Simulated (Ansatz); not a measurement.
# Si64Ni (Ni at a tetrahedral site in Si, 64-site cell): the cost of one run

Computed with Ansatz 0.2.0 (DFT PBE, scalar-relativistic, plane waves, PAW, and further levels as typed in the inputs, unless a step's input says otherwise).

### Step 1. The structure to begin with

The structure is cubic, space group P-43m (No. 215). The conventional cell has a = 10.862 Å, b = 10.862 Å, c = 10.862 Å, α = 90.00°, β = 90.00°, γ = 90.00°. Ni (site symmetry -43m) has 10 Si at 2.35 to 2.72 Å as nearest neighbours. Si (site symmetry 3m) has 1 Ni at 2.35 Å and 4 Si at 2.35 Å as nearest neighbours. Si (site symmetry 2mm) is surrounded by 4 Si at 2.35 Å and 1 Ni at 2.72 Å. Around Si (site symmetry m) lie 4 Si at 2.35 Å. Around Si (site symmetry 3m) lie 4 Si at 2.35 Å. Si (site symmetry 2) is surrounded by 4 Si at 2.35 Å. Only part of the 10 independent sites is listed.

Coordinates:

```cif
data_structure
_symmetry_space_group_name_H-M 'P 1'
_symmetry_Int_Tables_number 1
_cell_length_a 10.8620
_cell_length_b 10.8620
_cell_length_c 10.8620
_cell_angle_alpha 90.000
_cell_angle_beta 90.000
_cell_angle_gamma 90.000
_cell_volume 1281.53
loop_
_atom_site_label
_atom_site_type_symbol
_atom_site_fract_x
_atom_site_fract_y
_atom_site_fract_z
_atom_site_occupancy
Ni1 Ni 0.25000 0.25000 0.25000 1
Si1 Si 0.12500 0.12500 0.12500 1
Si2 Si 0.12500 0.37500 0.37500 1
Si3 Si 0.37500 0.12500 0.37500 1
Si4 Si 0.37500 0.37500 0.12500 1
Si5 Si 0.00000 0.25000 0.25000 1
Si6 Si 0.25000 0.00000 0.25000 1
Si7 Si 0.25000 0.25000 0.00000 1
Si8 Si 0.50000 0.25000 0.25000 1
Si9 Si 0.25000 0.50000 0.25000 1
Si10 Si 0.25000 0.25000 0.50000 1
Si11 Si 0.12500 0.12500 0.62500 1
Si12 Si 0.12500 0.62500 0.12500 1
Si13 Si 0.62500 0.12500 0.12500 1
Si14 Si 0.12500 0.37500 0.87500 1
Si15 Si 0.12500 0.87500 0.37500 1
Si16 Si 0.62500 0.37500 0.37500 1
Si17 Si 0.37500 0.12500 0.87500 1
Si18 Si 0.37500 0.62500 0.37500 1
Si19 Si 0.87500 0.12500 0.37500 1
Si20 Si 0.37500 0.37500 0.62500 1
Si21 Si 0.37500 0.87500 0.12500 1
Si22 Si 0.87500 0.37500 0.12500 1
Si23 Si 0.00000 0.00000 0.00000 1
Si24 Si 0.00000 0.00000 0.50000 1
Si25 Si 0.00000 0.50000 0.00000 1
Si26 Si 0.00000 0.50000 0.50000 1
Si27 Si 0.50000 0.00000 0.00000 1
Si28 Si 0.50000 0.00000 0.50000 1
Si29 Si 0.50000 0.50000 0.00000 1
Si30 Si 0.50000 0.50000 0.50000 1
Si31 Si 0.12500 0.62500 0.62500 1
Si32 Si 0.62500 0.12500 0.62500 1
Si33 Si 0.62500 0.62500 0.12500 1
Si34 Si 0.12500 0.87500 0.87500 1
Si35 Si 0.62500 0.37500 0.87500 1
Si36 Si 0.62500 0.87500 0.37500 1
Si37 Si 0.37500 0.62500 0.87500 1
Si38 Si 0.87500 0.12500 0.87500 1
Si39 Si 0.87500 0.62500 0.37500 1
Si40 Si 0.37500 0.87500 0.62500 1
Si41 Si 0.87500 0.37500 0.62500 1
Si42 Si 0.87500 0.87500 0.12500 1
Si43 Si 0.00000 0.25000 0.75000 1
Si44 Si 0.00000 0.75000 0.25000 1
Si45 Si 0.50000 0.25000 0.75000 1
Si46 Si 0.50000 0.75000 0.25000 1
Si47 Si 0.25000 0.00000 0.75000 1
Si48 Si 0.25000 0.50000 0.75000 1
Si49 Si 0.75000 0.00000 0.25000 1
Si50 Si 0.75000 0.50000 0.25000 1
Si51 Si 0.25000 0.75000 0.00000 1
Si52 Si 0.25000 0.75000 0.50000 1
Si53 Si 0.75000 0.25000 0.00000 1
Si54 Si 0.75000 0.25000 0.50000 1
Si55 Si 0.62500 0.62500 0.62500 1
Si56 Si 0.62500 0.87500 0.87500 1
Si57 Si 0.87500 0.62500 0.87500 1
Si58 Si 0.87500 0.87500 0.62500 1
Si59 Si 0.00000 0.75000 0.75000 1
Si60 Si 0.50000 0.75000 0.75000 1
Si61 Si 0.75000 0.00000 0.75000 1
Si62 Si 0.75000 0.50000 0.75000 1
Si63 Si 0.75000 0.75000 0.00000 1
Si64 Si 0.75000 0.75000 0.50000 1
```

### Step 2. Relaxing the atoms: Si64Ni defect cell, no spin

input.yaml

```yaml
crystal:
  lattice:
    - [10.862, 0.0, 0.0]
    - [0.0, 10.862, 0.0]
    - [0.0, 0.0, 10.862]
  atoms:
    - { symbol: Ni, position: [0.25, 0.25, 0.25] }
    - { symbol: Si, position: [0.125, 0.125, 0.125] }
    - { symbol: Si, position: [0.125, 0.375, 0.375] }
    - { symbol: Si, position: [0.375, 0.125, 0.375] }
    - { symbol: Si, position: [0.375, 0.375, 0.125] }
    - { symbol: Si, position: [0.0, 0.25, 0.25] }
    - { symbol: Si, position: [0.25, 0.0, 0.25] }
    - { symbol: Si, position: [0.25, 0.25, 0.0] }
    - { symbol: Si, position: [0.5, 0.25, 0.25] }
    - { symbol: Si, position: [0.25, 0.5, 0.25] }
    - { symbol: Si, position: [0.25, 0.25, 0.5] }
    - { symbol: Si, position: [0.125, 0.125, 0.625] }
    - { symbol: Si, position: [0.125, 0.625, 0.125] }
    - { symbol: Si, position: [0.625, 0.125, 0.125] }
    - { symbol: Si, position: [0.125, 0.375, 0.875] }
    - { symbol: Si, position: [0.125, 0.875, 0.375] }
    - { symbol: Si, position: [0.625, 0.375, 0.375] }
    - { symbol: Si, position: [0.375, 0.125, 0.875] }
    - { symbol: Si, position: [0.375, 0.625, 0.375] }
    - { symbol: Si, position: [0.875, 0.125, 0.375] }
    - { symbol: Si, position: [0.375, 0.375, 0.625] }
    - { symbol: Si, position: [0.375, 0.875, 0.125] }
    - { symbol: Si, position: [0.875, 0.375, 0.125] }
    - { symbol: Si, position: [0.0, 0.0, 0.0] }
    - { symbol: Si, position: [0.0, 0.0, 0.5] }
    - { symbol: Si, position: [0.0, 0.5, 0.0] }
    - { symbol: Si, position: [0.0, 0.5, 0.5] }
    - { symbol: Si, position: [0.5, 0.0, 0.0] }
    - { symbol: Si, position: [0.5, 0.0, 0.5] }
    - { symbol: Si, position: [0.5, 0.5, 0.0] }
    - { symbol: Si, position: [0.5, 0.5, 0.5] }
    - { symbol: Si, position: [0.125, 0.625, 0.625] }
    - { symbol: Si, position: [0.625, 0.125, 0.625] }
    - { symbol: Si, position: [0.625, 0.625, 0.125] }
    - { symbol: Si, position: [0.125, 0.875, 0.875] }
    - { symbol: Si, position: [0.625, 0.375, 0.875] }
    - { symbol: Si, position: [0.625, 0.875, 0.375] }
    - { symbol: Si, position: [0.375, 0.625, 0.875] }
    - { symbol: Si, position: [0.875, 0.125, 0.875] }
    - { symbol: Si, position: [0.875, 0.625, 0.375] }
    - { symbol: Si, position: [0.375, 0.875, 0.625] }
    - { symbol: Si, position: [0.875, 0.375, 0.625] }
    - { symbol: Si, position: [0.875, 0.875, 0.125] }
    - { symbol: Si, position: [0.0, 0.25, 0.75] }
    - { symbol: Si, position: [0.0, 0.75, 0.25] }
    - { symbol: Si, position: [0.5, 0.25, 0.75] }
    - { symbol: Si, position: [0.5, 0.75, 0.25] }
    - { symbol: Si, position: [0.25, 0.0, 0.75] }
    - { symbol: Si, position: [0.25, 0.5, 0.75] }
    - { symbol: Si, position: [0.75, 0.0, 0.25] }
    - { symbol: Si, position: [0.75, 0.5, 0.25] }
    - { symbol: Si, position: [0.25, 0.75, 0.0] }
    - { symbol: Si, position: [0.25, 0.75, 0.5] }
    - { symbol: Si, position: [0.75, 0.25, 0.0] }
    - { symbol: Si, position: [0.75, 0.25, 0.5] }
    - { symbol: Si, position: [0.625, 0.625, 0.625] }
    - { symbol: Si, position: [0.625, 0.875, 0.875] }
    - { symbol: Si, position: [0.875, 0.625, 0.875] }
    - { symbol: Si, position: [0.875, 0.875, 0.625] }
    - { symbol: Si, position: [0.0, 0.75, 0.75] }
    - { symbol: Si, position: [0.5, 0.75, 0.75] }
    - { symbol: Si, position: [0.75, 0.0, 0.75] }
    - { symbol: Si, position: [0.75, 0.5, 0.75] }
    - { symbol: Si, position: [0.75, 0.75, 0.0] }
    - { symbol: Si, position: [0.75, 0.75, 0.5] }
scf:
  occupations: { method: fixed }
output:
  forces: true
  stress: false
  eigenvalues: true
kpoints:
  mp_grid: { grid: [2, 2, 2], shift: [0.5, 0.5, 0.5] }
hamiltonian:
  xc: pbe
relax:
  f_tol: 0.01
  max_steps: 60
```

The run is started by

```bash
$ ansatz run input.yaml --threads 8 --pin off --max-ram 18432MiB --backend cpu --events-out ev --progress --plain --runs-dir out
```

**Question.** How long does this run take on 8 threads of Intel Xeon Platinum 8259CL at 2.50GHz (Skylake/Cascade Lake), shared host, and how much memory does it need?

About 27 s, with a peak of 1.8 GiB.
